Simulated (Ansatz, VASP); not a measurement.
## One calculation of Ga, two programs

Contents of INCAR:

```
SYSTEM = Ga
PREC = Accurate ; ENCUT = 520
EDIFF = 1E-8 ; ISMEAR = -1
SIGMA = 0.05 ; LREAL = .False.
LASPH = .True. ; NELM = 100
ALGO = Normal ; ISIF = 2
LWAVE = .False. ; LCHARG = .False.
GGA = PE ; LEFG = .True.
NBANDS = 12
```

File KPOINTS:

```
Automatic mesh
0
Gamma
  18 18 18
  0 0 0
```

POSCAR

```
Ga
1.0
   -1.3843987196      1.3843987196      2.3112238365
    1.3843987196     -1.3843987196      2.3112238365
    1.3843987196      1.3843987196     -2.3112238365
Ga
1
Direct
    0.0000000000      0.0000000000      0.0000000000
```

Input for Ansatz:

```yaml
crystal:
  lattice:
    - [-1.3843987196, 1.3843987196, 2.3112238365]
    - [1.3843987196, -1.3843987196, 2.3112238365]
    - [1.3843987196, 1.3843987196, -2.3112238365]
  atoms:
    - { symbol: Ga, position: [0.0, 0.0, 0.0] }
kpoints:
  mp_grid: { grid: [18, 18, 18] }
  band_path:
    path:
      - [0.0, 0.0, 0.0]
      - [0.0, 0.0, 0.5]
      - [0.25, 0.25, 0.25]
      - [0.0, 0.5, 0.0]
      - [0.0, 0.0, 0.0]
      - [0.5, 0.5, -0.5]
      - [0.3396970935, 0.6603029065, -0.3396970935]
      - [-0.3396970935, 0.3396970935, 0.3396970935]
      - [0.0, 0.0, 0.0]
    npoints: 5
scf:
  occupations: { method: fermi_dirac, width: 0.05 }
hamiltonian:
  xc: pbe
  pseudopotentials: { kind: paw }
output:
  forces: true
  stress: true
  eigenvalues: true
  efg: { contact_densities: true }
```

Alike in both runs: task electric field gradients; functional PBE; k mesh 18 × 18 × 18; occupations fermi-dirac, width 0.05 eV; no spin polarisation.

```csv
,VASP,Ansatz
version,VASP 6.6.1,Ansatz 0.2.0
potentials or method,"VASP PAW PBE potentials, release 64 (Ga_d)","PAW with Ansatz's default frozen-core files, scalar-relativistic"
plane-wave cutoff (eV),520,420
valence electrons in the cell,13,13
```

|  | VASP | Ansatz | Ansatz less VASP |
| --- | --- | --- | --- |
| pressure (GPa) | 4.1 | 4.0 | -0.12 |
| largest component of the traceless stress (GPa) | 1.36 | 1.33 | -0.035 |
| Vzz of the field gradient on the site that differs most (V/Å²) | 28.6 | 30.0 | +1.38 |
